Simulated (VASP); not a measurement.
# GaAs: self-consistent run, by functional and exact exchange

GaAs, F-43m (no. 216), 2 atoms in the cell.

| Functional | Exact exchange | Pressure (GPa) | Gap on the mesh (eV) | Time (s) |
|---|---|---|---|---|
| B97 | 0.1943 | 3.74 | 1.854 | 80 |
| hAPBE | 0.2 | 1.85 | 1.845 | 91 |
| B3PW91 | 0.2 | 1.68 | 1.780 | 98 |
| B97-2 | 0.21 | 2.32 | 1.938 | 74 |
| PBEsol0 | 0.25 | -1.27 | 2.102 | 116 |
| CAP0 | 0.25 | 0.24 | 2.161 | 101 |
| PBEmol0 | 0.25 | 1.98 | 2.220 | 125 |
| HSE12s | 0.425 | 1.02 | 1.510 | 117 |

Limits: the k mesh is coarse, so the gap and the pressure can be far off.

## Input of the first row

INCAR.step1:
```
SYSTEM = GaAs
ALGO = Normal
EDIFF = 1E-5
ENCUT = 450
GGA = PE
ISIF = 2
ISMEAR = 0
LASPH = .True.
LCHARG = .False.
LREAL = .False.
LWAVE = .True.
NELM = 100
PREC = Accurate
SIGMA = 0.02
```

INCAR.step2:
```
SYSTEM = GaAs
AEXX = 0.1943
ALGO = Normal
EDIFF = 1E-6
ENCUT = 450
GGA = LIBXC
ISIF = 2
ISMEAR = 0
ISTART = 1
LASPH = .True.
LCHARG = .False.
LHFCALC = .True.
LIBXC1 = HYB_GGA_XC_B97
LREAL = .False.
LWAVE = .False.
NELM = 100
PREC = Accurate
PRECFOCK = Fast
SIGMA = 0.02
```

KPOINTS:
```
k-points
0
Gamma
  4 4 4
```

POSCAR:
```
GaAs
1.0
    0.0000000000      2.8268500000      2.8268500000
    2.8268500000      0.0000000000      2.8268500000
    2.8268500000      2.8268500000      0.0000000000
As Ga
1 1
Direct
    0.7500000000      0.7500000000      0.7500000000
    0.0000000000      0.0000000000      0.0000000000
```

Commands (each step's output is kept before the next begins):
```
cat potpaw_PBE.64/As/POTCAR potpaw_PBE.64/Ga_d/POTCAR > POTCAR
cp INCAR.step1 INCAR
mpirun -np 1 vasp_std > vasp.out
cp INCAR.step2 INCAR
mpirun -np 1 vasp_std > vasp.out
```

Changes of the last row against the first:
```
(step 2)
- AEXX = 0.1943
- LIBXC1 = HYB_GGA_XC_B97
+ AEXX = 0.425
+ LIBXC1 = HYB_GGA_XC_HSE12S
+ HFSCREEN = 0.408
```

VASP 6.6.1 took 80 s on 1 core (Intel Xeon Platinum 8488C (Sapphire Rapids)), a shared host.
